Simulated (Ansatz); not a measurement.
# C: the cost of one run

Computed with Ansatz 0.2.0 (DFT PBE, scalar-relativistic, plane waves, PAW, unless a step's input says otherwise).

## 1. The starting structure

The structure is trigonal, space group P-3m1 (No. 164). The conventional cell has a = 2.460 Å, b = 2.460 Å, c = 47.927 Å, α = 90.00°, β = 90.00°, γ = 120.00°. Around C (site symmetry 3m) lie 3 C at 1.42 Å.

Coordinates:

```cif
data_structure
_symmetry_space_group_name_H-M 'P 1'
_symmetry_Int_Tables_number 1
_cell_length_a 2.4600
_cell_length_b 2.4600
_cell_length_c 47.9270
_cell_angle_alpha 90.000
_cell_angle_beta 90.000
_cell_angle_gamma 120.000
_cell_volume 251.18
loop_
_atom_site_label
_atom_site_type_symbol
_atom_site_fract_x
_atom_site_fract_y
_atom_site_fract_z
_atom_site_occupancy
C1 C 0.00000 0.00000 0.20865 1
C2 C 0.66667 0.33333 0.20902 1
C3 C 0.33333 0.66667 0.27860 1
C4 C 0.66667 0.33333 0.27935 1
C5 C 0.66667 0.33333 0.34856 1
C6 C 0.00000 0.00000 0.34930 1
C7 C 0.66667 0.33333 0.41888 1
C8 C 0.33333 0.66667 0.41926 1
C9 C 0.66667 0.33333 0.58074 1
C10 C 0.33333 0.66667 0.58112 1
C11 C 0.00000 0.00000 0.65070 1
C12 C 0.33333 0.66667 0.65144 1
C13 C 0.33333 0.66667 0.72065 1
C14 C 0.66667 0.33333 0.72140 1
C15 C 0.33333 0.66667 0.79098 1
C16 C 0.00000 0.00000 0.79135 1
```

Slab cut from the bulk at the bulk's listed lattice constants, lower half held.

## 2. Relaxing the atoms

Contents of input.yaml:

```yaml
crystal:
  lattice:
    - [2.45999892, 0.0, 0.0]
    - [-1.22999946, 2.13042156, 0.0]
    - [0.0, 0.0, 47.9269948901]
  atoms:
    - { symbol: C, position: [0.0, 0.0, 0.2086506785] }
    - { symbol: C, position: [0.66666667, 0.33333333, 0.2090227746] }
    - { symbol: C, position: [0.33333333, 0.66666667, 0.2786042826] }
    - { symbol: C, position: [0.66666667, 0.33333333, 0.2793484749] }
    - { symbol: C, position: [0.66666667, 0.33333333, 0.3485578867] }
    - { symbol: C, position: [0.0, 0.0, 0.349302079] }
    - { symbol: C, position: [0.66666667, 0.33333333, 0.4188835869] }
    - { symbol: C, position: [0.33333333, 0.66666667, 0.4192556831] }
    - { symbol: C, position: [0.66666667, 0.33333333, 0.5807443169] }
    - { symbol: C, position: [0.33333333, 0.66666667, 0.5811164131] }
    - { symbol: C, position: [0.0, 0.0, 0.650697921] }
    - { symbol: C, position: [0.33333333, 0.66666667, 0.6514421133] }
    - { symbol: C, position: [0.33333333, 0.66666667, 0.7206515251] }
    - { symbol: C, position: [0.66666667, 0.33333333, 0.7213957174] }
    - { symbol: C, position: [0.33333333, 0.66666667, 0.7909772254] }
    - { symbol: C, position: [0.0, 0.0, 0.7913493215] }
basis:
  ecutwfc: 600.0
  fft_grid_basis: typed
kpoints:
  mp_grid: { grid: [12, 12, 1] }
hamiltonian:
  xc: pbe
  pseudopotentials: { kind: paw }
scf:
  occupations: { method: gaussian, width: 0.1 }
output:
  forces: true
  eigenvalues: true
efield:
  axis: 3
  dipole_correction: true
  ramp_width: 0.04
relax:
  adjacent_minimum: "off"
  f_tol: 0.04
  max_steps: 40
  constraints: [{ sites: [0, 1, 2, 3, 4, 5, 6, 7] }]
```

The run is started by

```sh
ansatz run input.yaml --threads 2 --pin off --max-ram 4423MiB --backend cpu --events-out ev --progress --plain --runs-dir out
```

What time and memory should one allow on 2 threads of Intel Xeon Platinum 8488C (Sapphire Rapids), shared host?

About 3.6 min, with a peak of 0.83 GiB.
